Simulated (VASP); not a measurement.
# Si (I4_1/amd) in VASP: further runs, part 2 of 2

VASP 6.6.1. The steps go on from the part before.

## (4) Single point, PBE

The input, INCAR:

```
SYSTEM = Si
ADDGRID  = .False.      
ALGO     = Normal         ! electronic algorithm
EDIFF    = 1E-6           ! SCF threshold, eV
ENCUT    = 550            ! plane-wave cutoff, eV
GGA      = PE             ! functional
ISIF     = 2              ! what is computed and relaxed
ISMEAR   = 0              ! smearing method
LASPH    = .True.         ! aspherical terms in the spheres
LCHARG   = .False.        ! write CHGCAR
LREAL    = .False.        ! projectors in reciprocal space
LWAVE    = .False.        ! write WAVECAR
NELM     = 100            ! most SCF steps
PREC     = Accurate       ! precision mode
SIGMA    = 0.05           ! smearing width, eV
```

The input, KPOINTS:

```
k-points
0
Gamma
  6 6 6
  0 0 0
```

The input, POSCAR:

```
Si
1.0
   -2.3713723045      2.3713723045      1.3292653899
    2.3713723045     -2.3713723045      1.3292653899
    2.3713723045      2.3713723045     -1.3292653899
Si
2
Direct
    0.5000000000      0.5000000000      0.0000000000
    0.2500000000      0.7500000000      0.5000000000
```

Potentials or basis: VASP PAW PBE potentials, release 64 (Si).

On the command line:

```
$ cat potpaw_PBE.64/Si/POTCAR > POTCAR
$ mpirun -np 1 vasp_std > vasp.out
```

OUTCAR:

```text
SYSTEM = Si
   EDIFF = 1E-6
   ENCUT = 550
   GGA = PE
   ISIF = 2
   ISMEAR = 0
   LASPH = .True.
   LREAL = .False.
   NELM = 100
   PREC = Accurate

 Found     30 irreducible k-points:

 Following reciprocal coordinates:
            Coordinates               Weight
  0.000000  0.000000  0.000000      1.000000
  0.166667  0.000000  0.000000      8.000000
  0.333333 -0.000000  0.000000      8.000000
  0.500000 -0.000000  0.000000      4.000000
  0.166667  0.166667  0.000000      8.000000
  0.333333  0.166667  0.000000     16.000000
   k-points           NKPTS =     30   k-points in BZ     NKDIM =     30   number of bands    NBANDS=      8
   number of dos      NEDOS =    301   number of ions     NIONS =      2
   total plane-waves  NPLWV =  21952
   dimension x,y,z NGX =    28 NGY =   28 NGZ =   28
   dimension x,y,z NGXF=    56 NGYF=   56 NGZF=   56
   ions per type =               2
   NGX,Y,Z   is equivalent  to a cutoff of  12.90, 12.90, 12.90 a.u.
   NGXF,Y,Z  is equivalent  to a cutoff of  25.81, 25.81, 25.81 a.u.
 SYSTEM =  Si
   PREC   = accura    normal or accurate (medium, high low for compatibility)
   ISTART =      0    job   : 0-new  1-cont  2-samecut
   ICHARG =      2    charge: 1-file 2-atom 10-const
   ISPIN  =      1    spin polarized calculation?
   LNONCOLLINEAR =      F non collinear calculations
   LSORBIT =      F    spin-orbit coupling
   LASPH  =      T    aspherical Exc in radial PAW
   ENCUT  =  550.0 eV  40.42 Ry    6.36 a.u.   6.90  6.90  6.90*2*pi/ulx,y,z
   NELM   =    100;   NELMIN=  2; NELMDL= -5     # of ELM steps
   EDIFF  = 0.1E-05   stopping-criterion for ELM
[... 18 lines left out ...]
     AMIX     =   0.40;   BMIX     =  1.00
     AMIX_MAG =   1.60;   BMIX_MAG =  1.00
  volume/ion in A,a.u.               =      14.95       100.89
  Fermi-wavevector in a.u.,A,eV,Ry     =   1.054908  1.993486 15.140973  1.112830
  Thomas-Fermi vector in A             =   2.190086
   LORBIT       =      0    0 simple, 1 ext, 2 COOP (PROOUT), +10 PAW based schemes
   GGA     = PE    functional components
[... 5 lines left out ...]
 non-spin polarized calculation
 Gauss-broadening in eV      SIGMA  =   0.05
  energy-cutoff  :      550.00
  volume of cell :       29.90
 maximum number of plane-waves:       890
   NGX = 13   NGY = 13   NGZ = 13

 number of electron       8.0000000 magnetization

 Free energy of the ion-electron system (eV)
  ---------------------------------------------------
  ext. energy  EPLUGINS =         0.00000000
  ---------------------------------------------------
  free energy    TOTEN  =       -10.20178571 eV

  energy without entropy =      -10.20053560  energy(sigma->0) =      -10.20116066

 E-fermi :   9.5597     XC(G=0): -10.9856

 val. band max:        9.5131206358   @ k =   0.3333   0.1667   0.0000
 cond. band min:       9.6747744792   @ k =  -0.1667   0.3333   0.1667
 fundamental gap:      0.1616538435
 Fermi energy:         9.5596508979

 k-point     1 :       0.0000    0.0000    0.0000
  band No.  band energies     occupation
      1      -4.5123      2.00000
      2       6.9487      2.00000
      3       6.9487      2.00000
      4       7.6479      2.00000
      5      10.9522      0.00000
      6      16.9132      0.00000
      7      18.5298      0.00000
      8      18.5408      0.00000

 k-point     2 :       0.1667    0.0000    0.0000
  band No.  band energies     occupation
      1      -3.7700      2.00000
      2       5.9393      2.00000
      3       6.7230      2.00000
      4       9.8183      0.00000
      5      12.4910      0.00000
      6      13.4207      0.00000
      7      14.1572      0.00000
      8      16.5601      0.00000

 k-point     3 :       0.3333   -0.0000    0.0000
  band No.  band energies     occupation
      1      -1.5671      2.00000
      2       5.8385      2.00000
      3       6.9473      2.00000
      4       7.2544      2.00000
      5      10.3276      0.00000
      6      12.3030      0.00000
      7      13.9152      0.00000
      8      14.7292      0.00000

 k-point     4 :       0.5000   -0.0000    0.0000
  band No.  band energies     occupation
      1       1.6358      2.00000
      2       2.4920      2.00000
      3       7.2831      2.00000
      4       7.5575      2.00000
      5       7.9013      2.00000
      6      10.4434      0.00000
      7      13.9992      0.00000
      8      14.9230      0.00000

 k-point     5 :       0.1667    0.1667    0.0000
  band No.  band energies     occupation
      1      -1.9153      2.00000
      2       6.0530      2.00000
      3       8.0638      2.00000
      4       8.5421      2.00000
      5       9.8653      0.00000
      6      11.6544      0.00000
      7      13.2190      0.00000
      8      13.5288      0.00000

 k-point     6 :       0.3333    0.1667    0.0000
  band No.  band energies     occupation
      1       1.2852      2.00000
      2       3.4937      2.00000
      3       5.4025      2.00000
      4       7.2096      2.00000
      5       9.5131      1.81185
      6      11.5261      0.00000
      7      12.6337      0.00000
      8      15.8154      0.00000

 [... further k-points ...]
[... 5 lines left out ...]
  --------------------------------------------------------------------------------------
  -------------------------------------------------------------------------------------
  Total        0.9870379      0.9870379     -0.3625777      0.0000000      0.0000000      0.0000000
  in kB       52.8899623     52.8899623    -19.4285540      0.0000000      0.0000000      0.0000000
  external PRESSURE =      28.7837902 kB  Pullay stress =       0.0000000 kB

 VOLUME and BASIS-vectors are now :
 -----------------------------------------------------------------------------
  energy-cutoff  :      550.00
  volume of cell :       29.90
      direct lattice vectors                 reciprocal lattice vectors
    -2.371372304  2.371372304  1.329265390     0.000000000  0.210848376  0.376147610
     2.371372304 -2.371372304  1.329265390     0.210848376  0.000000000  0.376147610
     2.371372304  2.371372304 -1.329265390     0.210848376  0.210848376  0.000000000

 POSITION                                       TOTAL-FORCE (eV/Angst)
 -----------------------------------------------------------------------------------
      0.00000      0.00000      1.32927         0.000000     -0.000000     -0.000000
      2.37137     -0.00000      0.66463        -0.000000      0.000000      0.000000
 -----------------------------------------------------------------------------------
    total drift:                                0.000000      0.000000      0.000000

  FREE ENERGIE OF THE ION-ELECTRON SYSTEM (eV)
  ---------------------------------------------------
  free  energy   TOTEN  =       -10.2017857089 eV

  energy  without entropy=      -10.2005356028  energy(sigma->0) =      -10.20116066
```

Run time: 5.3 s. Hardware: 1 thread of Intel Xeon Platinum 8488C (Sapphire Rapids), shared host; peak memory 0.14 GiB.

These settings aren't checked as converged: the numbers below hold their error.

What came out:

| Property | Result |
| --- | --- |
| Free energy | -10.2018 eV |
| Pressure | 2.9 GPa |
| Band gap on the k mesh | none (metal or under the smearing width) |

Caveat: the k mesh is coarse (spacing up to 0.45 Å⁻¹), so the values aren't converged.

## (5) For comparison

An earlier run on the cell as given: functional PBE; potentials or basis VASP PAW PBE potentials, release 64 (Si); cutoff 520 eV; k mesh 11 × 11 × 11; occupations fermi-dirac, width 0.05 eV; no spin polarisation.

- Pressure: 3.1 GPa
- Band gap on the k mesh: none (metal or under the smearing width)
